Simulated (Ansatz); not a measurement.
## Notes on Tl

```xyz
2
Lattice="3.4717 0.0000 0.0000 -1.7212 2.8962 0.0000 0.0000 0.0000 19.8537" Properties=species:S:1:pos:R:3 pbc="T T T"
Tl    0.4755    2.3720   11.3537
Tl    1.7759    0.9108    8.5000
```

The numbers come from plane-wave PAW DFT (Ansatz): RPBE, dipole correction along c with an applied field of -0.045 V/Å, no spin polarisation, 420 eV, 6×6×1 (shifted by 0.5, 0.5, 0 steps) k points, fermi-dirac occupations (width 0.0379 eV). Nothing was relaxed.

**Question.** Where is the largest force?

**Answer.** The largest is on Tl2 (and as large on other atoms): 0.46 eV/Å, components (0.02, 0.05, -0.45). It makes 157° with the line to a nearest neighbour, Tl1 at 3.22 Å, pointing away from it.

**Question.** Metal or insulator?

**Answer.** It is a metal, with about 1.1 states/eV a cell as the mean within 0.25 eV of the Fermi level, mostly Tl p (81 %) and Tl s (16 %).

**Question.** Describe some of the short contacts.

**Answer.** Tl–Tl at 3.22 Å: least valence density 0.16 e/Å³ and ELF 0.18 there. Both are smooth PAW fields, read partly inside the augmentation spheres.

Origin: a slab in vacuum, so it need not be a known compound. Caveats: the exchange-correlation potential is rough where the density is thin; the k mesh is coarse if the cell is a metal; forces of this functional can be a tenth off on these datasets; stress is the mean over slab and vacuum.
